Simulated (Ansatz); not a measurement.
`N#CC(F)(F)F` + `CCl` → `N#CCCl` + `FC(F)F`  (formal exchange of groups at a C–C bond)

Isolated molecules relaxed with PBE0-D4/def2-TZVP in Ansatz; ΔE leaves out vibrations. CCSD(T)/CBS is the MP2 limit (def2-TZVPP, def2-QZVPP) plus CCSD(T) − MP2 in def2-TZVPP, frozen cores. This one scheme is used for every species. DFT in def2-TZVPP. HSE06 is defined as in plane-wave codes.

```csv
level,ΔE (eV)
BLYP-D4,-0.38
r2SCAN-D4,-0.35
HSE06-D4,-0.40
PBE-QIDH,-0.41
r2SCANh,-0.36
BHLYP,-0.42
CCSD(T)/def2-TZVPP,-0.38
MP2/CBS(def2),-0.42
```

Task: What does CCSD(T)/CBS give? (Best estimate.)

Result: Ansatz gave: -0.39 eV. The listed levels differ from it by 0.01, 0.04, -0.01, -0.02, 0.03, -0.03, 0.01, -0.03 eV.

Largest T1 diagnostic among the species: 0.013.

From BLYP to BHLYP (50 % exact exchange), in def2-TZVPP and without D4, ΔE moves by −0.05 eV. Leaving LDA and LC-ωPBE aside and taking each functional with its dispersion term where it has one, the values, not all of them listed here, spread over 0.11 eV, from BHLYP-D4 to B97M-V.

CCSD(T)/CBS has its own doubt, a few kJ/mol and more with outer-core shells, so smaller differences from it don't rank the levels.
